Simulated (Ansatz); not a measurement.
# Mg: equation of state with PBE

Mg:

```
Mg
1.0
     3.05030    0.00000    0.00000
    -1.52515    2.64164    0.00000
     0.00000    0.00000    3.04484
Mg
1
Direct
  0.00000 0.00000 0.00000
```

This isn't the form of Mg at room conditions, which is hcp.

```yaml
Program: Ansatz 0.2.0
Task: equation of state
Functional: PBE
Potentials_or_basis: Ansatz PAW
Cutoff: 420 eV
Density_cutoff: 1680 eV
k_mesh: 10 × 10 × 9
Occupations: fermi-dirac, width 0.05 eV
Spin: no spin polarisation
```

The equilibrium volume is 25.53 Å³/atom, the bulk modulus at fixed shape and positions is 28 GPa and the pressure derivative of the bulk modulus is 3.9.

Energy against volume, from the lowest point:
```csv
volume (Å³/atom),energy (meV/atom)
23.063,24.69
23.553,15.33
24.044,8.39
24.535,3.65
25.025,0.92
25.516,0.00
26.007,0.74
```

All runs of the series together: 3.6 s on 2 threads of Arm Neoverse V2 (shared host).

Caveat: the cell was scaled at fixed shape and fractional positions, which overstates the stiffness of a crystal with free parameters, most of all of layers and chains.
